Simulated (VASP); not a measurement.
# Si (P6/mmm) in VASP: a series of runs

The runs below take Si through band structure, phonons, with rSCAN, TPSS, LDA.

Program: VASP 6.6.1. These are calculated values, not measurements. Logs are shortened: lines on timing, memory, paths and dates and some standing lists are left out, and cuts for length are marked.

## 1. Starting point

Symmetry: P6/mmm, No. 191, hexagonal system. The conventional cell has a = 2.621 Å, b = 2.621 Å, c = 2.466 Å, α = 90.00°, β = 90.00°, γ = 120.00°. Si (site symmetry 6/mmm) is surrounded by 8 Si at 2.47 to 2.62 Å.

This isn't the form of Si at room conditions, which is diamond.

## 2. Band structure, rSCAN

INCAR

```
PREC = Accurate
ENCUT = 520
EDIFF = 1E-6
ISMEAR = -1
SIGMA = 0.05
LREAL = False
LASPH = True
NELM = 80
ALGO = Normal
ISIF = 2
LWAVE = False
LCHARG = False
METAGGA = RSCAN
LMIXTAU = True
NBANDS = 8
```

KPOINTS

```
regular mesh
0
Gamma
  12 12 11
```

POSCAR

```
Si
1.0
    2.6205428149      0.0000000000      0.0000000000
   -1.3102714075      2.2694566494      0.0000000000
    0.0000000000      0.0000000000      2.4663543900
Si
1
Direct
    0.0000000000      0.0000000000      0.0000000000
```

KPOINTS_OPT

```
path GMKGALHA,LM,KH
15
line-mode
reciprocal
 0.0000000000  0.0000000000  0.0000000000  G
 0.5000000000  0.0000000000  0.0000000000  M

 0.5000000000  0.0000000000  0.0000000000  M
 0.3333333333  0.3333333333  0.0000000000  K

 0.3333333333  0.3333333333  0.0000000000  K
 0.0000000000  0.0000000000  0.0000000000  G

 0.0000000000  0.0000000000  0.0000000000  G
 0.0000000000  0.0000000000  0.5000000000  A

 0.0000000000  0.0000000000  0.5000000000  A
 0.5000000000  0.0000000000  0.5000000000  L

 0.5000000000  0.0000000000  0.5000000000  L
 0.3333333333  0.3333333333  0.5000000000  H

 0.3333333333  0.3333333333  0.5000000000  H
 0.0000000000  0.0000000000  0.5000000000  A

 0.5000000000  0.0000000000  0.5000000000  L
 0.5000000000  0.0000000000  0.0000000000  M

 0.3333333333  0.3333333333  0.0000000000  K
 0.3333333333  0.3333333333  0.5000000000  H
```

Potentials or basis: VASP PAW PBE potentials, release 64 (Si).

Command:

```
$ cat potpaw_PBE.64/Si/POTCAR > POTCAR
$ mpirun -np 1 vasp_std > vasp.out
```

OUTCAR:

```text
PREC = Accurate
   ENCUT = 520
   EDIFF = 1E-6
   ISMEAR = -1
   LREAL = False
   LASPH = True
   NELM = 80
   ISIF = 2
   METAGGA = RSCAN

 ion  position               nearest neighbor table
   1  0.000  0.000  0.000-

  LATTYP: Found a hexagonal cell.
 ALAT       =     2.6205428149
 C/A-ratio  =     0.9411616463

  Lattice vectors:

 A1 = (   2.6205428149,   0.0000000000,   0.0000000000)
 A2 = (  -1.3102714075,   2.2694566494,   0.0000000000)
 A3 = (   0.0000000000,   0.0000000000,   2.4663543900)

Analysis of symmetry for initial positions (statically):
=====================================================================
 Subroutine PRICEL returns:
 Original cell was already a primitive cell.

 Routine SETGRP: Setting up the symmetry group for a
 hexagonal supercell.

 Subroutine GETGRP returns: Found 24 space group operations
 (whereof 24 operations were pure point group operations)
 out of a pool of 24 trial point group operations.

The static configuration has the point symmetry D_6h.

Analysis of symmetry for dynamics (positions and initial velocities):
=====================================================================
 Subroutine PRICEL returns:
 Original cell was already a primitive cell.

 Routine SETGRP: Setting up the symmetry group for a
 hexagonal supercell.

 Subroutine GETGRP returns: Found 24 space group operations
 (whereof 24 operations were pure point group operations)
 out of a pool of 24 trial point group operations.

The dynamic configuration has the point symmetry D_6h.

 Subroutine INISYM returns: Found 24 space group operations
 (whereof 24 operations are pure point group operations),
 and found     1 'primitive' translations

----------------------------------------------------------------------------------------

                                     Primitive cell

  volume of cell :      14.6679

  direct lattice vectors                    reciprocal lattice vectors
     2.620542815  0.000000000  0.000000000     0.381600329  0.220317053  0.000000000
    -1.310271407  2.269456649  0.000000000     0.000000000  0.440634105  0.000000000
     0.000000000  0.000000000  2.466354390     0.000000000  0.000000000  0.405456736

  length of vectors
     2.620542815  2.620542815  2.466354390     0.440634105  0.440634105  0.405456736

  position of ions in fractional coordinates (direct lattice)
     0.000000000  0.000000000  0.000000000

[... 71 lines left out ...]
   LSORBIT =      F    spin-orbit coupling
   LASPH  =      T    aspherical Exc in radial PAW
   ENCUT  =  520.0 eV  38.22 Ry    6.18 a.u.   4.87  4.87  4.59*2*pi/ulx,y,z
   NELM   =     80;   NELMIN=  2; NELMDL= -5     # of ELM steps
   EDIFF  = 0.1E-05   stopping-criterion for ELM
   LREAL  =      F    real-space projection
   EDIFFG = 0.1E-04   stopping-criterion for IOM
   NSW    =      0    number of steps for IOM
   IBRION =     -1    ionic relax: 0-MD 1-quasi-New 2-CG
   NFREE  =      0    steps in history (QN), initial steepest desc. (CG)
   ISIF   =      2    stress and relaxation
   ISYM   =      2    0-nonsym 1-usesym 2-fastsym
   POTIM  = 0.5000    time-step for ionic-motion
   TEBEG  =    0.0;   TEEND  =   0.0 temperature during run
   PSTRESS=    0.0 pullay stress
   NELECT =       4.0000    total number of electrons
   NUPDOWN=      -1.0000    fix difference up-down
   EMIN   =  10.00;   EMAX   =-10.00  energy-range for DOS
   EFERMI =   0.00;   METHOD = LEGACY
   ISMEAR =    -1;   SIGMA  =   0.05  broadening in eV -4-tet -1-fermi 0-gaus
   EFERMI_NEDOS =   21; number of points for ismear=-14 and -15
   IALGO  =     38    algorithm
   IMIX   =      4    mixing-type and parameters
     AMIX     =   0.40;   BMIX     =  1.00
     AMIX_MAG =   1.60;   BMIX_MAG =  1.00
  volume/ion in A,a.u.               =      14.67        98.98
  Fermi-wavevector in a.u.,A,eV,Ry     =   1.061627  2.006184 15.334472  1.127052
  Thomas-Fermi vector in A             =   2.197050
   LORBIT       =      0    0 simple, 1 ext, 2 COOP (PROOUT), +10 PAW based schemes
   METAGGA = RSCAN    functional components
   LHFCALC =     F    Hartree Fock is set to
   AEXX    =    0.0000 exact exchange contribution
   IVDW    =     0    specifies the selected vdW correction
   LEPSILON=     F    determine dielectric tensor
   LRPA    =     F    only Hartree local field effects (RPA)
 non-spin polarized calculation
  energy-cutoff  :      520.00
  volume of cell :       14.67
 maximum number of plane-waves:       408
 NGX is ok and might be reduce to    20
   NGX =  9   NGY =  9   NGZ =  9

 number of electron       4.0000000 magnetization

 Free energy of the ion-electron system (eV)
  ---------------------------------------------------
  ext. energy  EPLUGINS =         0.00000000
  ---------------------------------------------------
  free energy    TOTEN  =       -10.24952284 eV

  energy without entropy =      -10.24661416  energy(sigma->0) =      -10.24806850

 E-fermi :   9.6127     XC(G=0): -11.7145

 val. band max:        9.5995210586   @ k =   0.3333   0.2500   0.4545
 cond. band min:       9.6809385212   @ k =   0.4167   0.1667   0.0000
 fundamental gap:      0.0814174626
 Fermi energy:         9.6127080862

 k-point     1 :       0.0000    0.0000    0.0000
  band No.  band energies     occupation
      1      -5.2661      2.00000
      2      17.5324      0.00000
      3      18.0933      0.00000
      4      20.6840      0.00000
      5      20.6840      0.00000
      6      22.6642      0.00000
      7      22.6642      0.00000
      8      28.3767      0.00000
[... 243 lines left out ...]
 k-point    24 :       0.3333    0.0000    0.0909
  band No.  band energies     occupation
      1      -1.7955      2.00000
      2       7.6835      2.00000
      3      16.0085      0.00000
      4      16.3468      0.00000
      5      19.7422      0.00000
      6      26.9306      0.00000
      7      27.4769      0.00000
      8      33.0001      0.00000

 [... further k-points ...]
[... 5 lines left out ...]
  --------------------------------------------------------------------------------------
  -------------------------------------------------------------------------------------
  Total       -0.0122034     -0.0122034      0.3540717      0.0000000      0.0000000      0.0000000
  in kB       -1.3329720     -1.3329720     38.6752552      0.0000000      0.0000000      0.0000000
  external PRESSURE =      12.0031037 kB  Pullay stress =       0.0000000 kB

 VOLUME and BASIS-vectors are now :
 -----------------------------------------------------------------------------
  energy-cutoff  :      520.00
  volume of cell :       14.67
      direct lattice vectors                 reciprocal lattice vectors
     2.620542815  0.000000000  0.000000000     0.381600329  0.220317053  0.000000000
    -1.310271407  2.269456649  0.000000000     0.000000000  0.440634105  0.000000000
     0.000000000  0.000000000  2.466354390     0.000000000  0.000000000  0.405456736

 POSITION                                       TOTAL-FORCE (eV/Angst)
 -----------------------------------------------------------------------------------
      0.00000      0.00000      0.00000        -0.000000      0.000000      0.000000
 -----------------------------------------------------------------------------------
    total drift:                                0.000000      0.000000      0.000000

  FREE ENERGIE OF THE ION-ELECTRON SYSTEM (eV)
  ---------------------------------------------------
  free  energy   TOTEN  =       -10.2495228412 eV

  energy  without entropy=      -10.2466141597  energy(sigma->0) =      -10.24806850
```

OSZICAR:

```text
N       E                     dE             d eps       ncg     rms          rms(c)
DAV:   1    -0.817257058618E+01   -0.81726E+01   -0.18756E+03  1976   0.396E+02
DAV:   2    -0.107703165299E+02   -0.25977E+01   -0.25611E+01  2704   0.317E+01
[... 15 lines left out ...]
DAV:   2     0.191394775953E+04   -0.39971E+03     2624
DAV:   3     0.191114753760E+04   -0.28002E+01     2080
DAV:   4     0.191114240295E+04   -0.51347E-02     2792
DAV:   5     0.191114239975E+04   -0.31979E-05     2016
DAV:   6     0.191114239973E+04   -0.15241E-07     2832
       N       E                     dE             ncg
DAV:   1     0.159281357428E+05   -0.39183E+04      360
DAV:   2     0.158844364530E+05   -0.43699E+02      496
DAV:   3     0.158842034636E+05   -0.23299E+00      448
DAV:   4     0.158842032226E+05   -0.24100E-03      512
DAV:   5     0.158842032226E+05   -0.48052E-07      424
```

Wall time 74 s (1 thread of Intel Xeon Platinum 8375C at 2.90GHz (Ice Lake), shared host); peak memory 0.13 GiB.

Results:

- Free energy: -10.2495 eV
- Pressure: 1.2 GPa
- Band gap along the path: none (metal or under the smearing width)

Levels at the corners of the path, in eV from the Fermi level:
```csv
point,band 1,band 2,band 3,band 4,band 5,band 6,band 7
Γ,-14.88,7.92,8.48,11.07,11.07,13.05,13.05
M,-7.96,-7.19,5.51,6.92,13.72,16.06,18.26
M,-7.96,-7.19,5.51,6.92,13.72,16.06,18.26
K,-5.91,-4.82,-4.82,14.82,16.45,18.35,18.35
K,-5.91,-4.82,-4.82,14.82,16.45,18.35,18.35
Γ,-14.88,7.92,8.48,11.07,11.07,13.05,13.05
Γ,-14.88,7.92,8.48,11.07,11.07,13.05,13.05
A,-9.72,-7.57,15.02,15.02,15.95,15.95,17.48
A,-9.72,-7.57,15.02,15.02,15.95,15.95,17.48
L,-3.16,-2.26,-1.82,1.73,9.45,13.17,13.29
L,-3.16,-2.26,-1.82,1.73,9.45,13.17,13.29
H,-1.14,-0.87,-0.87,1.42,4.19,4.19,24.20
H,-1.14,-0.87,-0.87,1.42,4.19,4.19,24.20
A,-9.72,-7.57,15.02,15.02,15.95,15.95,17.48
L,-3.16,-2.26,-1.82,1.73,9.45,13.17,13.29
M,-7.96,-7.19,5.51,6.92,13.72,16.06,18.26
K,-5.91,-4.82,-4.82,14.82,16.45,18.35,18.35
H,-1.14,-0.87,-0.87,1.42,4.19,4.19,24.20
```

Caveat: the PAW data sets were made with another functional, which shifts forces and pressure a little.

## 3. Band structure, TPSS

INCAR

```
SYSTEM = Si
ALGO     = Normal         ! electronic algorithm
EDIFF    = 1E-6           ! SCF threshold, eV
ENCUT    = 520            ! plane-wave cutoff, eV
ISIF     = 2              ! what is computed and relaxed
ISMEAR   = -1             ! smearing method
LASPH    = .TRUE.         ! aspherical terms in the spheres
LCHARG   = .FALSE.        ! write CHGCAR
LMIXTAU  = .TRUE.       
LREAL    = .FALSE.        ! projectors in reciprocal space
LWAVE    = .FALSE.        ! write WAVECAR
METAGGA  = TPSS           ! meta-GGA
NBANDS   = 8              ! bands
NELM     = 60             ! most SCF steps
PREC     = Accurate       ! precision mode
SIGMA    = 0.05           ! smearing width, eV
```

KPOINTS

```
k-points
0
G
  12 12 11
  0 0 0
```

POSCAR is that of step 2.

KPOINTS_OPT: that of step 2 with these lines changed.

```diff
@@ -1,3 +1,3 @@
 path GMKGALHA,LM,KH
-15
+10
 line-mode
```

Potentials or basis: VASP PAW PBE potentials, release 64 (Si).

Command:

```
$ cat potpaw_PBE.64/Si/POTCAR > POTCAR
$ mpirun -np 1 vasp_std > vasp.out
```

Wall time 76 s (1 thread of Intel Xeon Platinum 8375C at 2.90GHz (Ice Lake), shared host); peak memory 0.13 GiB.

Results (log left out):

- Free energy: -9.5559 eV
- Pressure: -0.2 GPa
- Band gap along the path: none (metal or under the smearing width)

Stress tensor (GPa, compression positive):
```
-1.47  0.00  0.00
 0.00 -1.47  0.00
 0.00  0.00  2.20
```

Levels at the corners of the path, in eV from the Fermi level:
```tsv
point	band 1	band 2	band 3	band 4	band 5
Γ	-14.20	7.44	8.15	10.57	10.57
M	-7.65	-6.83	5.27	6.47	13.14
M	-7.65	-6.83	5.27	6.47	13.14
K	-5.70	-4.60	-4.60	14.20	15.50
K	-5.70	-4.60	-4.60	14.20	15.50
Γ	-14.20	7.44	8.15	10.57	10.57
Γ	-14.20	7.44	8.15	10.57	10.57
A	-9.23	-7.28	14.28	14.28	14.99
A	-9.23	-7.28	14.28	14.28	14.99
L	-2.91	-2.14	-1.81	1.39	9.00
L	-2.91	-2.14	-1.81	1.39	9.00
H	-1.03	-0.76	-0.76	1.22	3.74
H	-1.03	-0.76	-0.76	1.22	3.74
A	-9.23	-7.28	14.28	14.28	14.99
L	-2.91	-2.14	-1.81	1.39	9.00
M	-7.65	-6.83	5.27	6.47	13.14
K	-5.70	-4.60	-4.60	14.20	15.50
H	-1.03	-0.76	-0.76	1.22	3.74
```

Caveat: the PAW data sets were made with another functional, which shifts forces and pressure a little.

## 4. Phonons, LDA

POSCAR is that of step 3.

INCAR.step1

```
  PREC = Accurate
  ENCUT = 600
  EDIFF = 1E-8
  ISMEAR = -1
  SIGMA = 0.05
  LREAL = F
  LASPH = T
  NELM = 60
  ALGO = Normal
  ISIF = 3
  LWAVE = F
  LCHARG = F
  IBRION = 2
  NSW = 40
  EDIFFG = -0.002
```

INCAR.step2

```
  PREC = Accurate
  ENCUT = 600
  EDIFF = 1E-8
  ISMEAR = -1
  SIGMA = 0.05
  LREAL = F
  LASPH = T
  NELM = 60
  ALGO = Normal
  ISIF = 2
  LWAVE = F
  LCHARG = F
  IBRION = 8
  NSW = 1
```

KPOINTS

```
Automatic mesh
0
Gamma
  9 9 8
```

Potentials or basis: VASP PAW LDA potentials, release 64 (Si).

Command:

```
$ cat potpaw_LDA.64/Si/POTCAR > POTCAR
$ cp INCAR.step1 INCAR
$ mpirun -np 1 vasp_std > vasp.out
$ cp CONTCAR POSCAR
$ cp INCAR.step2 INCAR
$ mpirun -np 1 vasp_std > vasp.out
```

OUTCAR:

```text
PREC = Accurate
   ENCUT = 600
   EDIFF = 1E-8
   ISMEAR = -1
   LREAL = F
   LASPH = T
   NELM = 60
   ISIF = 2
   IBRION = 8
   NSW = 1

 ion  position               nearest neighbor table
   1  0.000  0.000  0.000-

  LATTYP: Found a hexagonal cell.
 ALAT       =     2.6027149116
 C/A-ratio  =     0.9480313556

  Lattice vectors:

 A1 = (   2.6027149116,   0.0000000000,   0.0000000000)
 A2 = (  -1.3013574558,   2.2540172322,   0.0000000000)
 A3 = (   0.0000000000,   0.0000000000,   2.4674553458)

[... 461 lines left out ...]
  y     0.00000     0.00000     0.00000     0.00000     0.00000     0.00000
  z     0.00000     0.00000     0.00000     0.00000     0.00000     0.00000

 SECOND DERIVATIVES (NOT SYMMETRIZED)
 ------------------------------------
               1X          1Y          1Z
  1X    -0.000608    0.000000    0.000000
  1Y     0.000000   -0.000608    0.000000
  1Z     0.000000   -0.000000    0.000572

 Eigenvectors and eigenvalues of the dynamical matrix
 ----------------------------------------------------

   1 f  =    0.072711 THz     0.456857 2PiTHz    2.425378 cm-1     0.300708 meV
             X         Y         Z           dx          dy          dz
      0.000000  0.000000  0.000000    -0.762064    0.647501    0.000000

   2 f  =    0.072711 THz     0.456857 2PiTHz    2.425378 cm-1     0.300708 meV
             X         Y         Z           dx          dy          dz
      0.000000  0.000000  0.000000    -0.647501   -0.762064    0.000000

   3 f/i=    0.070525 THz     0.443121 2PiTHz    2.352456 cm-1     0.291667 meV
             X         Y         Z           dx          dy          dz
      0.000000  0.000000  0.000000     0.000000    0.000000    1.000000

--------------------------------------------------------------------------------------------------------

 ELASTIC MODULI CONTR FROM IONIC RELAXATION (kBar)
 Direction    XX          YY          ZZ          XY          YZ          ZX
 --------------------------------------------------------------------------------
 XX           0.0000      0.0000      0.0000      0.0000      0.0000      0.0000
 YY           0.0000      0.0000      0.0000      0.0000      0.0000      0.0000
 ZZ           0.0000      0.0000      0.0000      0.0000      0.0000      0.0000
 XY           0.0000      0.0000      0.0000      0.0000      0.0000      0.0000
 YZ           0.0000      0.0000      0.0000      0.0000      0.0000      0.0000
 ZX           0.0000      0.0000      0.0000      0.0000      0.0000      0.0000
 --------------------------------------------------------------------------------
```

OUTCAR.step1:

```text
PREC = Accurate
   ENCUT = 600
   EDIFF = 1E-8
   ISMEAR = -1
   LREAL = F
   LASPH = T
   NELM = 60
   ISIF = 3
   IBRION = 2
[... 606 lines left out ...]
  -------------------------------------------------------------------------------------
  Total       -0.0013956     -0.0013956     -0.0002736      0.0000000     -0.0000000     -0.0000000
  in kB       -0.1544705     -0.1544705     -0.0302806      0.0000000     -0.0000000     -0.0000000
  external PRESSURE =      -0.1130738 kB  Pullay stress =       0.0000000 kB
[... 16 lines left out ...]
  FREE ENERGIE OF THE ION-ELECTRON SYSTEM (eV)
  ---------------------------------------------------
  free  energy   TOTEN  =        -5.7149046682 eV

  energy  without entropy=       -5.7117624770  energy(sigma->0) =       -5.71333357

 reached required accuracy - stopping structural energy minimisation
```

OSZICAR.step1:

```text
N       E                     dE             d eps       ncg     rms          rms(c)
DAV:   1    -0.177252216181E+01   -0.17725E+01   -0.19626E+03   750   0.570E+02
DAV:   2    -0.568941282262E+01   -0.39169E+01   -0.36854E+01  1014   0.447E+01
DAV:   3    -0.572857054338E+01   -0.39158E-01   -0.39130E-01   906   0.490E+00
[... 41 lines left out ...]
       N       E                     dE             d eps       ncg     rms          rms(c)
DAV:   1    -0.571490499591E+01   -0.70476E-06   -0.17804E-05   804   0.242E-02    0.358E-03
DAV:   2    -0.571490478357E+01    0.21234E-06   -0.36144E-07   780   0.489E-03    0.236E-03
DAV:   3    -0.571490466754E+01    0.11603E-06   -0.19586E-07   834   0.247E-03    0.461E-04
DAV:   4    -0.571490466824E+01   -0.70474E-09   -0.34841E-09   402   0.495E-04
   6 F= -.57149047E+01 E0= -.57133336E+01  d E =-.378825E-06
```

It took 21 s on 1 thread of Intel Xeon Platinum 8488C (Sapphire Rapids), shared host; peak memory 0.14 GiB.

What came out:

```
Relaxed volume                         : 14.48 Å³/atom
Relaxed cell                           : a = 2.603 Å, b = 2.603 Å, c = 2.467 Å, α = 90.00°, β = 90.00°, γ = 120.00°
Space group after relaxing (to 0.05 Å) : P6/mmm (No. 191)
```

Step by step:
```tsv
step	energy change (eV)	largest force (eV/Å)	pressure (GPa)	volume (Å³)
1	0.0000	0.0000	-1.56	14.67
2	-0.0011	0.0000	0.91	14.37
3	-0.0014	0.0000	0.13	14.46
4	-0.0014	0.0000	-0.02	14.48
5	-0.0014	0.0000	0.03	14.47
6	-0.0014	0.0000	-0.01	14.48
```

Final structure:
```xyz
1
Lattice="2.6027 0.0000 0.0000 -1.3014 2.2540 0.0000 0.0000 0.0000 2.4675" Properties=species:S:1:pos:R:3 pbc="T T T"
Si    0.0000    0.0000    0.0000
```

## 5. Summary

| task | level | potentials or basis | cell | k mesh | cutoff (eV) | pressure (GPa) |
| --- | --- | --- | --- | --- | --- | --- |
| band structure | rSCAN | VASP PAW PBE potentials, release 64 (Si) | as given | 12 × 12 × 11 | 520 | 1.2 |
| band structure | TPSS | VASP PAW PBE potentials, release 64 (Si) | as given | 12 × 12 × 11 | 520 | -0.2 |
| phonons | LDA | VASP PAW LDA potentials, release 64 (Si) | relaxed | 9 × 9 × 8 | 600 | - |

Alike in all rows: no spin polarisation; smearing fermi-dirac 0.05 eV.

Caveats: the PAW data sets were made with another functional, which shifts forces and pressure a little (some runs).

Absolute energies hang on the potentials; compare differences alone.
